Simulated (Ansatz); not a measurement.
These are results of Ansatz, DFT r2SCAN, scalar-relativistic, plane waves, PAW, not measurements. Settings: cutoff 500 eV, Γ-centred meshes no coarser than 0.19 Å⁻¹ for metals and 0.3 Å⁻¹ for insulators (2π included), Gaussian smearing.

These are static lattice energies at zero pressure. Larger cells and other orderings weren't all tried, so the list isn't exhaustive. The k mesh leaves about 4 meV/atom of noise in metals. Weakly bound directions are ill-defined at this level, which has no dispersion term (Cl Cmce). No run is spin-polarised.

17 distinct structures were compared, and only named types are asked about.

(1) Which is lower for Cl, the iodine or the beta-tin structure, and by how much?

Results:

(1) The iodine structure, by 779 meV/atom. It takes 28.0 Å³/atom against 23.6.